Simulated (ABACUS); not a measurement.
## Fe: relaxation of cell and atoms with PBEsol

The system is Fe.

```
Fe
1.0
     2.43416    0.00000    0.00000
    -1.21708    2.10804    0.00000
     0.00000    0.00000    3.84193
Fe
2
Direct
  0.66667 0.33333 0.75000
  0.33333 0.66667 0.25000
```

This isn't the form of Fe at room conditions, which is bcc.

```yaml
Program: ABACUS 3.10.1
Task: relaxation of cell and atoms
Functional: PBEsol
Potentials_or_basis: SPMS ONCV 1.0 PBE
Cutoff: 1225 eV
Density_cutoff: 4898 eV
Basis: plane waves
k_mesh: 10 × 10 × 6
Occupations: fermi-dirac, width 0.05 eV
Spin: collinear spin, ferromagnetic start
Starting_moments: "[3.0, 3.0] μB"
Max_steps_of_the_relaxation: 60
Force_threshold: 0.02 eV/Å
Optimiser: cg
Stress_threshold: 1 kbar
Radial_cutoff_of_the_potentials_pseudo_rcut: 10 bohr
SCF_threshold_on_the_density: 1e-08
Max_SCF_steps: 100
Eigensolver: dav
Mixing: broyden
Mixing_share: 0.4
Symmetry_key: 1
```

```yaml
Relaxed_volume: 9.75 Å³/atom
Relaxed_cell: a = 2.428 Å, b = 2.428 Å, c = 3.819 Å, α = 90.00°, β = 90.00°, γ = 120.00°
Space_group_after_relaxing_to_0.05_Å: P6_3/mmc (No. 194)
Energy_gained_by_relaxing: 1.3 meV/atom
Ionic_steps: 5
Pressure_after_relaxing: 0.0 GPa
Band_gap_on_the_k_mesh: none (metal or under the smearing width)
Net_moment: 0.00 μB per cell
Absolute_moment: 0.00 μB per cell
```

Step by step:
| step | energy change (eV) | largest force (eV/Å) | pressure (GPa) | volume (Å³) |
| --- | --- | --- | --- | --- |
| 1 | 0.0000 | 0.0000 | -3.58 | 19.71 |
| 2 | 0.0072 | 0.0000 | 7.50 | 19.07 |
| 3 | -0.0026 | 0.0000 | 0.09 | 19.49 |
| 4 | -0.0027 | 0.0000 | -0.07 | 19.50 |
| 5 | -0.0027 | 0.0000 | -0.03 | 19.50 |

Final structure:
```
Fe
1.0
     2.42784    0.00000    0.00000
    -1.21392    2.10257    0.00000
     0.00000    0.00000    3.81948
Fe
2
Direct
  0.66667 0.33333 0.75000
  0.33333 0.66667 0.25000
```

Levels at points of the mesh, in eV from the Fermi level:
Spin up:
```tsv
k point	band 13	band 14	band 15	band 16	band 17	band 18	band 19
(0.00, 0.00, 0.00)	-1.64	-1.29	-1.29	-0.94	-0.94	0.48	0.78
(0.50, 0.50, 0.00)	-2.15	-1.64	-1.16	0.87	1.13	1.20	2.81
(0.00, 0.00, 0.50)	-1.95	-1.95	-1.95	-1.95	0.36	0.36	0.36
(0.50, 0.50, 0.50)	-0.72	-0.72	0.05	0.05	1.03	1.03	2.52
```
Spin down:
| k point | band 13 | band 14 | band 15 | band 16 | band 17 | band 18 | band 19 |
| --- | --- | --- | --- | --- | --- | --- | --- |
| (0.00, 0.00, 0.00) | -1.64 | -1.29 | -1.29 | -0.94 | -0.94 | 0.48 | 0.78 |
| (0.50, 0.50, 0.00) | -2.15 | -1.64 | -1.16 | 0.87 | 1.13 | 1.20 | 2.81 |
| (0.00, 0.00, 0.50) | -1.95 | -1.95 | -1.95 | -1.95 | 0.36 | 0.36 | 0.36 |
| (0.50, 0.50, 0.50) | -0.72 | -0.72 | 0.05 | 0.05 | 1.03 | 1.03 | 2.52 |

Run time: 46 s on 4 MPI ranks on Intel(R) Xeon(R) 6975P-C (Granite Rapids), on a shared host, peak memory 0.36 GiB a rank.

Caveat: the starting moments collapsed, and a magnetic state may lie lower; the potentials were made for another functional, which shifts forces and pressure.
